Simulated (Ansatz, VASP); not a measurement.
**One calculation of MnS, two programs**

File INCAR:

```
ALGO = Normal
EDIFF = 1E-7
ENCUT = 520
ISIF = 2
ISMEAR = -1
ISPIN = 2
LASPH = T
LCHARG = F
LMAXMIX = 4
LORBIT = 11
LREAL = F
LWAVE = F
MAGMOM = 4.5 4.5 0 0
NBANDS = 31
NELM = 150
PREC = Accurate
SIGMA = 0.1
```

KPOINTS

```
k-points
0
Gamma
  7 7 4
```

Contents of POSCAR:

```
MnS
1.0
    3.9760013000      0.0000000000      0.0000000000
   -1.9880006500      3.4433181300      0.0000000000
    0.0000000000      0.0000000000      6.4320000000
Mn S
2 2
Direct
    0.3333333300      0.6666666700      0.0000000000
    0.6666666700      0.3333333300      0.5000000000
    0.3333333300      0.6666666700      0.3850000000
    0.6666666700      0.3333333300      0.8850000000
```

Input for Ansatz:

```yaml
crystal:
  lattice:
    - [3.9760013, 0.0, 0.0]
    - [-1.98800065, 3.44331813, 0.0]
    - [0.0, 0.0, 6.432]
  atoms:
    - { symbol: Mn, position: [0.33333333, 0.66666667, 0.0], spin: 4.5 }
    - { symbol: Mn, position: [0.66666667, 0.33333333, 0.5], spin: 4.5 }
    - { symbol: S, position: [0.33333333, 0.66666667, 0.385] }
    - { symbol: S, position: [0.66666667, 0.33333333, 0.885] }
magnetization:
  spin_polarized: true
hamiltonian:
  xc: lda
  pseudopotentials: { kind: paw }
basis:
  ecutwfc: 420
kpoints:
  mp_grid: { grid: [7, 7, 4] }
scf:
  occupations: { method: fermi_dirac, width: 0.1 }
  lower_state_search: "off"
output:
  forces: true
  stress: true
```

Alike in both runs: task single point; functional LDA; k mesh 7 × 7 × 4; occupations fermi-dirac, width 0.1 eV; collinear spin.

```csv
,VASP,Ansatz
version,VASP 6.6.1,Ansatz 0.2.0
potentials or method,"VASP PAW LDA potentials, release 64 (Mn_pv, S)","PAW, plane waves, scalar-relativistic"
plane-wave cutoff (eV),520,420
valence electrons in the cell,38,42
```

```tsv
	VASP	Ansatz	Ansatz less VASP
pressure (GPa)	-5.8	-5.3	+0.53
largest component of the traceless stress (GPa)	0.67	0.73	+0.060
rms of the force components (eV/Å)	0.098	0.099	+0.0005
net moment per atom (μB)	2.38	2.41	+0.028
size of the moment on the site where the two differ most (μB)	4.17	4.05	-0.125
```

Site moments also hang on the region over which each program counts them. Atom by atom the forces differ by 0.000 eV/Å (rms over components). The two sets of potentials don't hold the same shells in valence.

Caveats: semilocal functionals often make such compounds metallic where correlation or magnetic order opens a gap, which also shifts bond lengths. With open d or f shells a metallic result of LDA can be an artefact of self-interaction; +U or a hybrid may open a gap.
